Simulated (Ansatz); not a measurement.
# Ni2Ge: how the axes shrink under pressure

Ni2Ge, P6_3/mmc, a = 3.978 Å, c = 5.037 Å. The structure is a Materials Project entry; whether it is the stable form wasn't checked. Ansatz: r2SCAN, PAW, 500 eV, Γ-centred 12×12×8 mesh on 6 atoms, Gaussian smearing 0.10 eV; no spin polarisation. Cell and atoms are relaxed at each pressure, and no other structure is tried, so the rows at high pressure may lie past a change of phase. y = 100 ln(c/c0) with c0 = 5.0374 Å, so nearly a change in per cent. The pressures are the targets, met within 0.04 GPa.

```
P (GPa) y  100 ln(a/a0)
   -3.0   0.69          0.46
    0.0   0.00          0.00
    3.0  -0.61         -0.44
    8.0      ?             ?
   15.0  -2.73         -1.90
   30.0  -4.75         -3.41
```

Q: Fit y = c1 P + c2 P² to the other rows, give the linear compressibility along c, and predict the missing y.

A: Least squares on the rows shown. y = −0.2087 P + 0.001685 P². The linear compressibility along c is −c1/100 = 2.09 per TPa, against 1.42 along a from the same fit to the last column (its missing entry is -1.08): the crystal is softer along c at low pressure. With a term in P³ added, the coefficient of P becomes -0.2179, 4 % more, which shows how far this figure hangs on the form. At P = 8.0 the fit asked for gives -1.56. The run gave -1.59, so the fit is 0.03 too high, within twice the rms miss on the fitted rows (0.03).